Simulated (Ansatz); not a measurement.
## MgS: strain energy, fitted

MgS, F-43m, a = 5.697 Å. This isn't the usual stable structure of the compound. Ansatz: PBE, PAW, 420 eV, Γ-centred 6×6×4 mesh on 4 atoms, Gaussian smearing 0.02 eV; no spin polarisation. Series: shear of c along a, cell held, atoms relaxed; x is the strain in per cent (engineering shear). The axes a, b, c are those of the computed cell (4.029, 4.029, 5.697 Å), along [1 1 0], [-1 1 0], [0 0 1] of the cell named above. y is the free energy over the unstrained cell, V0 = 23.115 Å³/atom. Symmetry makes y even in x.

| x (%) | y (meV/atom) |
| --- | --- |
| 0.0 | 0.00 |
| 1.5 | 0.48 |
| 3.0 | 1.92 |
| 4.5 | 4.32 |
| 6.0 | ? |
| 9.0 | 17.25 |

**Question.** Fit y = c2 x² + c4 x⁴ to the other rows, turn c2 into a modulus, and predict the missing energy.

**Answer.** Least squares on the rows shown. y = 0.21344 x² − 5.8685×10⁻⁶ x⁴. In eV per unit strain² c2 is 2.134; this is the shear stiffness (E = ½ C V0 γ²): 2 × 2.134 × 160.2 / (23.115) = 30 GPa. At x = 6.0 the fit asked for gives 7.68 meV/atom. The run gave 7.68 meV/atom, the same to the digits shown.